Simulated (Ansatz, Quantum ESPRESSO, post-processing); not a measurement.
# RbCl(001): dielectric constant from slabs in a field, part 5 of 5

Wanted: electronic and ionic screening from finite-field slabs, the first being RbCl(001), 5 layers.

Quantum ESPRESSO 7.5; plane-wave DFT, LDA, GBRV ultrasoft pseudopotentials; geometry by Ansatz 0.2.0 with PAW datasets.

So far. Step 9 (Relaxing the ions, 5 layers: ions relaxed in a field of …): The SCF cycles converged, but the relaxation ran out of steps (nstep) before the forces met their threshold. Step 14 (Potential by pp.x, 9 layers): The slope in the vacuum is 0.100 eV/Å for an applied 0.10 V/Å, as it should be.

## (15) Clamped-ion dielectric constant from the field inside the slab, 9 layers

Read from the output:

| Quantity | Value |
| --- | --- |
| polarisability a cell | 30.97 Å³ |
| sheet polarisability 4πα/A | 17.44 Å |
| change of slope inside | 0.04250 eV/Å |
| dielectric constant | 2.352 |

Running mean over one layer period, set to zero at the slab's centre. Change of the potential energy, second field less first against z:

| z (Å) | change of the potential energy, second field less first (eV) |
| --- | --- |
| 0 | -0.320 |
| 1 | -0.894 |
| 2 | -1.06 |
| 3 | -0.961 |
| 4 | -0.861 |
| 5 | -0.763 |
| 6 | -0.676 |
| 7 | -0.611 |
| 8 | -0.563 |
| 9 | -0.521 |
| 10 | -0.480 |
| 11 | -0.438 |
| 12 | -0.396 |
| 13 | -0.353 |
| 14 | -0.310 |
| 15 | -0.268 |
| 16 | -0.225 |
| 17 | -0.183 |
| 18 | -0.140 |
| 19 | -0.0979 |
| 20 | -0.0554 |
| 21 | -0.0129 |
| 22 | 0.0296 |
| 23 | 0.0721 |
| 24 | 0.115 |
| 25 | 0.157 |
| 26 | 0.200 |
| 27 | 0.242 |
| 28 | 0.285 |
| 29 | 0.327 |
| 30 | 0.370 |
| 31 | 0.412 |
| 32 | 0.455 |
| 33 | 0.496 |
| 34 | 0.538 |
| 35 | 0.581 |
| 36 | 0.632 |
| 37 | 0.704 |
| 38 | 0.797 |
| 39 | 0.895 |
| 40 | 0.983 |
| 41 | 0.759 |
| 42 | 0.153 |

ε = 0.1000 / 0.0425 = 2.35.

## (16) By thickness

Table of sheet polarisability 4πα/A by layers:

```
layers  sheet polarisability 4πα/A (Å)
  5.00                            9.73
  9.00                            17.4
```

The dielectric constant stays at 2.35 for layers from 5 to 9.

## (17) Ground state, 5 layers, with mixing_mode = local-TF and electron_maxstep = 80

A sensitivity test on the input.

n5.f1.w0.in

```
&control
  prefix = 'n5.f1.w0'
  outdir = './out'
  pseudo_dir = './pseudo'
  calculation = 'scf'
  tprnfor = .true.
  tefield = .true.
  dipfield = .true.
/
&system
  ibrav = 0
  nat = 10
  ntyp = 2
  ecutwfc = 40
  ecutrho = 200
  occupations = 'fixed'
  edir = 3
  emaxpos = 0.97
  eopreg = 0.04
  eamp = 0.00194469
/
&electrons
  conv_thr = 1e-10
  mixing_beta = 0.5
  electron_maxstep = 80
  mixing_mode = 'local-TF'
/
ATOMIC_SPECIES
  Rb  85.4678  rb_lda_v1.uspp.F.UPF
  Cl  35.4500  cl_lda_v1.4.uspp.F.UPF
CELL_PARAMETERS angstrom
  4.72347329830000 0.00000000000000 0.00000000000000
  0.00000000000000 4.72347329830000 0.00000000000000
  0.00000000000000 0.00000000000000 29.36000000000000
ATOMIC_POSITIONS crystal
  Rb  0.000000000000 0.000000000000 0.272939617544
  Cl  0.500000000000 0.500000000000 0.272148555546
  Rb  0.500000000000 0.500000000000 0.385694757710
  Cl  -0.000000000000 0.000000000000 0.385742894235
  Rb  -0.000000000000 0.000000000000 0.499999999138
  Cl  0.500000000000 0.500000000000 0.499999997873
  Rb  0.500000000000 0.500000000000 0.614305236596
  Cl  -0.000000000000 0.000000000000 0.614257114872
  Rb  -0.000000000000 0.000000000000 0.727060379943
  Cl  0.500000000000 0.500000000000 0.727851446542
K_POINTS automatic
  4 4 1 0 0 0
```

The run is started by

```
$ OMP_NUM_THREADS=1 mpirun -n 8 pw.x -nk 1 -in n5.f1.w0.in > n5.f1.w0.out
```

The log of the run:

```text
[banner, memory and clock lines left out]
Program PWSCF v.7.5 starts
[citation notice left out]

[...]
bravais-lattice index     =            0
     lattice parameter (alat)  =       8.9261  a.u.
     unit-cell volume          =    4420.5426 (a.u.)^3
     number of atoms/cell      =           10
     number of atomic types    =            2
     number of electrons       =        80.00
     number of Kohn-Sham states=           40
     kinetic-energy cutoff     =      40.0000  Ry
     charge density cutoff     =     200.0000  Ry
     scf convergence threshold =      1.0E-10
     mixing beta               =       0.5000
     number of iterations used =            8  local-TF  mixing
     Exchange-correlation=  SLA  PZ   NOGX NOGC
                           (   1   1   0   0   0   0   0)

[...]
PseudoPot. # 1 for Rb read from file:
     ./pseudo/rb_lda_v1.uspp.F.UPF
     Pseudo is Ultrasoft + core correction, Zval =  9.0
     Generated by new atomic code, or converted to UPF format
     Using radial grid of  881 points,  6 beta functions with:
                l(1) =   0
                l(2) =   0
                l(3) =   1
                l(4) =   1
                l(5) =   2
                l(6) =   2
     Q(r) pseudized with  8 coefficients,  rinner =    1.900   1.900   1.900
                                                       1.900   1.900

     PseudoPot. # 2 for Cl read from file:
     ./pseudo/cl_lda_v1.4.uspp.F.UPF
     Pseudo is Ultrasoft + core correction, Zval =  7.0
     Generated by new atomic code, or converted to UPF format
     Using radial grid of  909 points,  6 beta functions with:
                l(1) =   0
                l(2) =   0
                l(3) =   1
                l(4) =   1
                l(5) =   2
                l(6) =   2
     Q(r) pseudized with  8 coefficients,  rinner =    1.300   1.300   1.300
                                                       1.300   1.300

     atomic species   valence    mass     pseudopotential
     Rb                9.00    85.46780     Rb( 1.00)
     Cl                7.00    35.45000     Cl( 1.00)

     No symmetry found

[...]
number of k points=    10
[...]
Dense  grid:   211097 G-vectors     FFT dimensions: (  45,  45, 250)

     Smooth grid:   150923 G-vectors     FFT dimensions: (  36,  36, 225)

     Initial potential from superposition of free atoms

     starting charge      77.4781, renormalised to      80.0000

     negative rho (up, down):  4.065E-01 0.000E+00

     Adding external electric field

     Computed dipole along edir(3) :
        Dipole               -0.0000 Ry au,         -0.0000 Debye
        Dipole field         -0.0000 Ry au,

        E field amplitude [Ha a.u.]:  1.9447E-03
        Potential amp.        0.2072 Ry
        Total length         53.2631 bohr

     Starting wfcs are   70 randomized atomic wfcs

     per-process dynamical memory:    46.7 Mb

     Self-consistent Calculation

     iteration #  1     ecut=    40.00 Ry     beta= 0.50
     Davidson diagonalization with overlap
     ethr =  1.00E-02,  avg # of iterations =  1.0

     Threshold (ethr) on eigenvalues was too large:
     Diagonalizing with lowered threshold

     Davidson diagonalization with overlap
     ethr =  4.81E-04,  avg # of iterations =  1.0

     negative rho (up, down):  3.876E-01 0.000E+00

     Adding external electric field

     Computed dipole along edir(3) :
        Dipole                0.0089 Ry au,          0.0226 Debye
        Dipole field          0.0000 Ry au,

        E field amplitude [Ha a.u.]:  1.9447E-03
        Potential amp.        0.2045 Ry
        Total length         53.2631 bohr

     total energy              =    -434.23512805 Ry
     estimated scf accuracy    <       0.40100820 Ry

     iteration #  2     ecut=    40.00 Ry     beta= 0.50
[...]
negative rho (up, down):  3.656E-01 0.000E+00

[...]
Dipole                0.0397 Ry au,          0.1009 Debye
[...]
E field amplitude [Ha a.u.]:  1.9447E-03
[...]
total energy              =    -434.09483715 Ry
     estimated scf accuracy    <       0.21797907 Ry

     iteration #  3     ecut=    40.00 Ry     beta= 0.50
[...]
negative rho (up, down):  3.937E-01 0.000E+00

[...]
Dipole                0.0525 Ry au,          0.1335 Debye
[...]
E field amplitude [Ha a.u.]:  1.9447E-03
[...]
total energy              =    -434.13959313 Ry
     estimated scf accuracy    <       0.01223168 Ry

     iteration #  4     ecut=    40.00 Ry     beta= 0.50
[...]
negative rho (up, down):  4.017E-01 0.000E+00

[...]
Dipole                0.0688 Ry au,          0.1750 Debye
[...]
E field amplitude [Ha a.u.]:  1.9447E-03
[...]
total energy              =    -434.13948444 Ry
     estimated scf accuracy    <       0.00310611 Ry

     iteration #  5     ecut=    40.00 Ry     beta= 0.50
[...]
negative rho (up, down):  3.925E-01 0.000E+00

[...]
Dipole                0.0858 Ry au,          0.2180 Debye
[...]
E field amplitude [Ha a.u.]:  1.9447E-03
[...]
total energy              =    -434.13958242 Ry
     estimated scf accuracy    <       0.00115940 Ry

     iteration #  6     ecut=    40.00 Ry     beta= 0.50
[...]
negative rho (up, down):  3.889E-01 0.000E+00

[...]
Dipole                0.1166 Ry au,          0.2963 Debye
[...]
E field amplitude [Ha a.u.]:  1.9447E-03
[...]
total energy              =    -434.13954817 Ry
     estimated scf accuracy    <       0.00084379 Ry

[...]
iteration # 24     ecut=    40.00 Ry     beta= 0.50
[...]
negative rho (up, down):  3.919E-01 0.000E+00

[...]
Dipole                0.2266 Ry au,          0.5761 Debye
[...]
E field amplitude [Ha a.u.]:  1.9447E-03
[...]
total energy              =    -434.13939685 Ry
     estimated scf accuracy    <          2.7E-09 Ry

     iteration # 25     ecut=    40.00 Ry     beta= 0.50
[...]
negative rho (up, down):  3.919E-01 0.000E+00

[...]
Dipole                0.2267 Ry au,          0.5761 Debye
[...]
E field amplitude [Ha a.u.]:  1.9447E-03
[...]
total energy              =    -434.13939685 Ry
     estimated scf accuracy    <          5.0E-10 Ry

     iteration # 26     ecut=    40.00 Ry     beta= 0.50
[...]
negative rho (up, down):  3.919E-01 0.000E+00

[...]
Dipole                0.2267 Ry au,          0.5761 Debye
[...]
E field amplitude [Ha a.u.]:  1.9447E-03
[...]
total energy              =    -434.13939685 Ry
     estimated scf accuracy    <          1.6E-10 Ry

     iteration # 27     ecut=    40.00 Ry     beta= 0.50
[...]
negative rho (up, down):  3.919E-01 0.000E+00

[...]
Dipole                0.2267 Ry au,          0.5762 Debye
[...]
E field amplitude [Ha a.u.]:  1.9447E-03
[...]
End of self-consistent calculation

          k = 0.0000 0.0000 0.0000 ( 18839 PWs)   bands (ev):

   -26.8958 -26.5060 -26.3969 -26.3372 -26.2197 -14.4695 -14.3809 -14.2970
   -14.1804 -13.8170 -11.0607 -10.9580 -10.9580 -10.6488 -10.6131 -10.6131
   -10.5387 -10.4946 -10.4946 -10.4709 -10.4036 -10.4036 -10.3149 -10.3149
   -10.3058  -3.0076  -2.8901  -2.7371  -2.6694  -2.6694  -2.6034  -2.6034
    -2.5936  -2.4902  -2.4902  -2.3623  -2.3623  -2.1993  -2.0494  -2.0494

          k = 0.0000 0.2500 0.0000 ( 18832 PWs)   bands (ev):

   -26.8936 -26.5037 -26.3946 -26.3349 -26.2175 -14.4912 -14.4085 -14.3201
   -14.2036 -13.8442 -11.0501 -10.9422 -10.9281 -10.6312 -10.5953 -10.5874
   -10.5295 -10.4790 -10.4705 -10.4688 -10.3855 -10.3723 -10.3121 -10.3030
   -10.2941  -3.0997  -3.0822  -2.9225  -2.8383  -2.7921  -2.7864  -2.7372
    -2.7220  -2.6620  -2.6159  -2.5803  -2.4903  -2.3551  -2.1890  -2.1784

[...]
highest occupied level (ev):    -2.0494

!    total energy              =    -434.13939685 Ry
     estimated scf accuracy    <          4.3E-11 Ry

     The total energy is the sum of the following terms:
     one-electron contribution =   -1918.74693513 Ry
     hartree contribution      =     975.24308266 Ry
     xc contribution           =    -112.28547464 Ry
     ewald contribution        =     621.65066583 Ry
     electric field correction =      -0.00073558 Ry

     convergence has been achieved in  27 iterations

     negative rho (up, down):  3.919E-01 0.000E+00

     Forces acting on atoms (cartesian axes, Ry/au):

     atom    1 type  1   force =     0.00000001    0.00000000    0.00818616
     atom    2 type  2   force =    -0.00000002   -0.00000002    0.00439770
     atom    3 type  1   force =    -0.00000000   -0.00000000    0.00162695
     atom    4 type  2   force =     0.00000001   -0.00000000   -0.00228181
     atom    5 type  1   force =     0.00000000    0.00000001    0.00191987
     atom    6 type  2   force =     0.00000000    0.00000000   -0.00191666
     atom    7 type  1   force =     0.00000001   -0.00000001    0.00219765
     atom    8 type  2   force =    -0.00000000    0.00000002   -0.00155650
     atom    9 type  1   force =    -0.00000000    0.00000000   -0.00442725
     atom   10 type  2   force =     0.00000000   -0.00000001   -0.00814610

     Total force =     0.013956     Total SCF correction =     0.000013

[...]
```

Wall time 56 s (8 MPI ranks of Arm Neoverse V2, shared host); peak memory 1.3 GiB; 7.5 min of CPU time.

Beside the run it was changed from:

```
                     quantity   this run  unchanged run  difference
dipole along the normal (e·Å)     0.1200         0.1199      2.1e-5
             free energy (eV)  -5906.767      -5906.767           0
                wall time (s)         56             26            
               SCF iterations         27             10
```

The free energy moves by +0 meV an atom.

The physical values in this table stay within 0.05 %.

## (18) Self-consistent run, 5 layers, with eamp = 0.03

One more run, with a changed input.

n5.f1.bad.in

```
&control
  prefix = 'n5.f1.bad'
  outdir = './out'
  pseudo_dir = './pseudo'
  calculation = 'scf'
  tprnfor = .true.
  tefield = .true.
  dipfield = .true.
/
&system
  ibrav = 0
  nat = 10
  ntyp = 2
  ecutwfc = 40
  ecutrho = 200
  occupations = 'fixed'
  edir = 3
  emaxpos = 0.97
  eopreg = 0.04
  eamp = 0.03
/
&electrons
  conv_thr = 1e-10
  mixing_beta = 0.5
  electron_maxstep = 50
/
ATOMIC_SPECIES
  Rb  85.4678  rb_lda_v1.uspp.F.UPF
  Cl  35.4500  cl_lda_v1.4.uspp.F.UPF
CELL_PARAMETERS angstrom
  4.72347329830000 0.00000000000000 0.00000000000000
  0.00000000000000 4.72347329830000 0.00000000000000
  0.00000000000000 0.00000000000000 29.36000000000000
ATOMIC_POSITIONS crystal
  Rb  0.000000000000 0.000000000000 0.272939617544
  Cl  0.500000000000 0.500000000000 0.272148555546
  Rb  0.500000000000 0.500000000000 0.385694757710
  Cl  -0.000000000000 0.000000000000 0.385742894235
  Rb  -0.000000000000 0.000000000000 0.499999999138
  Cl  0.500000000000 0.500000000000 0.499999997873
  Rb  0.500000000000 0.500000000000 0.614305236596
  Cl  -0.000000000000 0.000000000000 0.614257114872
  Rb  -0.000000000000 0.000000000000 0.727060379943
  Cl  0.500000000000 0.500000000000 0.727851446542
K_POINTS automatic
  4 4 1 0 0 0
```

The run is started by

```
$ OMP_NUM_THREADS=1 mpirun -n 8 pw.x -nk 1 -in n5.f1.bad.in > n5.f1.bad.out
```

The log of the run:

```text
[banner, memory and clock lines left out]
Program PWSCF v.7.5 starts

          URL

     Presently no symmetry can be used with electric field

     bravais-lattice index     =            0
     lattice parameter (alat)  =       8.9261  a.u.
     unit-cell volume          =    4420.5426 (a.u.)^3
     number of atoms/cell      =           10
     number of atomic types    =            2
     number of electrons       =        80.00
     number of Kohn-Sham states=           40
     kinetic-energy cutoff     =      40.0000  Ry
     charge density cutoff     =     200.0000  Ry
     scf convergence threshold =      1.0E-10
     mixing beta               =       0.5000
     number of iterations used =            8  plain     mixing
     Exchange-correlation=  SLA  PZ   NOGX NOGC
                           (   1   1   0   0   0   0   0)

     celldm(1)=   8.926071  celldm(2)=   0.000000  celldm(3)=   0.000000
     celldm(4)=   0.000000  celldm(5)=   0.000000  celldm(6)=   0.000000

     crystal axes: (cart. coord. in units of alat)
               a(1) = (   1.000000   0.000000   0.000000 )
               a(2) = (   0.000000   1.000000   0.000000 )
               a(3) = (   0.000000   0.000000   6.215765 )

     reciprocal axes: (cart. coord. in units 2 pi/alat)
               b(1) = (  1.000000  0.000000  0.000000 )
               b(2) = (  0.000000  1.000000  0.000000 )
               b(3) = (  0.000000  0.000000  0.160881 )

     PseudoPot. # 1 for Rb read from file:
     ./pseudo/rb_lda_v1.uspp.F.UPF
     Pseudo is Ultrasoft + core correction, Zval =  9.0
     Generated by new atomic code, or converted to UPF format
     Using radial grid of  881 points,  6 beta functions with:
                l(1) =   0
                l(2) =   0
                l(3) =   1
                l(4) =   1
                l(5) =   2
                l(6) =   2
     Q(r) pseudized with  8 coefficients,  rinner =    1.900   1.900   1.900
                                                       1.900   1.900

     PseudoPot. # 2 for Cl read from file:
     ./pseudo/cl_lda_v1.4.uspp.F.UPF
     Pseudo is Ultrasoft + core correction, Zval =  7.0
     Generated by new atomic code, or converted to UPF format
     Using radial grid of  909 points,  6 beta functions with:
                l(1) =   0
                l(2) =   0
                l(3) =   1
                l(4) =   1
                l(5) =   2
                l(6) =   2
     Q(r) pseudized with  8 coefficients,  rinner =    1.300   1.300   1.300
                                                       1.300   1.300

     atomic species   valence    mass     pseudopotential
     Rb                9.00    85.46780     Rb( 1.00)
     Cl                7.00    35.45000     Cl( 1.00)

     No symmetry found

   Cartesian axes

[...]
ethr =  5.28E-07,  avg # of iterations =  2.0

     negative rho (up, down):  3.920E-01 0.000E+00

     Adding external electric field

     Computed dipole along edir(3) :
        Dipole                5.9632 Ry au,         15.1570 Debye
        Dipole field          0.0170 Ry au,

        E field amplitude [Ha a.u.]:  3.0000E-02
        Potential amp.        1.3900 Ry
        Total length         53.2631 bohr

     total energy              =    -434.29477011 Ry
     estimated scf accuracy    <       0.00049134 Ry

     iteration # 47     ecut=    40.00 Ry     beta= 0.50
     Davidson diagonalization with overlap
     ethr =  5.28E-07,  avg # of iterations =  2.0

     negative rho (up, down):  3.920E-01 0.000E+00

     Adding external electric field

     Computed dipole along edir(3) :
        Dipole                5.9599 Ry au,         15.1486 Debye
        Dipole field          0.0169 Ry au,

        E field amplitude [Ha a.u.]:  3.0000E-02
        Potential amp.        1.3910 Ry
        Total length         53.2631 bohr

     total energy              =    -434.29467546 Ry
     estimated scf accuracy    <       0.00026301 Ry

     iteration # 48     ecut=    40.00 Ry     beta= 0.50
     Davidson diagonalization with overlap
     ethr =  3.29E-07,  avg # of iterations =  2.0

     negative rho (up, down):  3.920E-01 0.000E+00

     Adding external electric field

     Computed dipole along edir(3) :
        Dipole                5.9621 Ry au,         15.1543 Debye
        Dipole field          0.0169 Ry au,

        E field amplitude [Ha a.u.]:  3.0000E-02
        Potential amp.        1.3903 Ry
        Total length         53.2631 bohr

     total energy              =    -434.29464162 Ry
     estimated scf accuracy    <       0.00007096 Ry

     iteration # 49     ecut=    40.00 Ry     beta= 0.50
     Davidson diagonalization with overlap
     ethr =  8.87E-08,  avg # of iterations =  3.0

     negative rho (up, down):  3.920E-01 0.000E+00

     Adding external electric field

     Computed dipole along edir(3) :
        Dipole                5.9600 Ry au,         15.1488 Debye
        Dipole field          0.0169 Ry au,

        E field amplitude [Ha a.u.]:  3.0000E-02
        Potential amp.        1.3910 Ry
        Total length         53.2631 bohr

     total energy              =    -434.29464956 Ry
     estimated scf accuracy    <       0.00000049 Ry

     iteration # 50     ecut=    40.00 Ry     beta= 0.50
     Davidson diagonalization with overlap
     c_bands:  1 eigenvalues not converged
     c_bands:  1 eigenvalues not converged
     c_bands:  1 eigenvalues not converged
     c_bands:  1 eigenvalues not converged
     c_bands:  1 eigenvalues not converged
     ethr =  6.09E-10,  avg # of iterations = 12.0

     negative rho (up, down):  3.920E-01 0.000E+00

     Adding external electric field

     Computed dipole along edir(3) :
        Dipole                5.9599 Ry au,         15.1486 Debye
        Dipole field          0.0169 Ry au,

        E field amplitude [Ha a.u.]:  3.0000E-02
        Potential amp.        1.3910 Ry
        Total length         53.2631 bohr

     total energy              =    -434.31901471 Ry
     estimated scf accuracy    <       5.43943866 Ry

     End of self-consistent calculation

     convergence NOT achieved after  50 iterations: stopping

     XML data file, charge density

                                        0.00s GPU  (    6767 calls)
```

Elapsed: 4.4 min, on 8 MPI ranks; peak memory 1.3 GiB.

The run ended without convergence. The estimated SCF accuracy went from 1.97e+03 Ry in the first cycle kept to 4.9e-07 Ry at best and 5.44 Ry in the last. The change made on purpose: a field far too strong.

More iterations help only where the error still falls; otherwise the mixing, the start or the set-up has to change.

## (19) By hand

A slab of thickness t takes t(1 − 1/ε) off the field's path. Four layers: (17.441 − 9.728) / 13.409 = 0.5752, so ε = 1/(1 − 0.5752) = 2.35.

## (20) What came out

| Item | Value |
| --- | --- |
| clamped-ion dielectric constant, 5 layers | 2.35 |
| clamped-ion dielectric constant, 9 layers | 2.35 |
| sheet polarisability, 5 layers | 9.73 Å |
| sheet polarisability, 9 layers | 17.4 Å |

What this shows: The electronic dielectric constant inside comes to 2.35; the relaxed-ion value was not obtained, because the relaxations did not both finish (LDA, GBRV ultrasoft). Four more layers add 13.41 Å and 7.71 Å of sheet polarisability; 1 − 1/ε = 0.575 then gives ε = 2.35 for the interior, free of the surfaces. The cubic lattice constant was set to 6.68 Å, near the PBE value. These functionals tend to put the electronic constant too high, and five layers have little bulk-like interior.

[Logs are printed without paths, hosts, clocks, repeated set-up lines and the standing remarks that a program may print on its own settings, such as how far it seeks lower states.]

[Hosts, paths, dates, database ids (printed as entryN), source tags and the programs' standing remarks are cut or masked in the printed files.]

[Maps of the electrostatic potential energy from Ansatz leave out the sawtooth potential of an applied field or a dipole correction, so their vacuum need not be flat; planar profiles and work functions include it.]
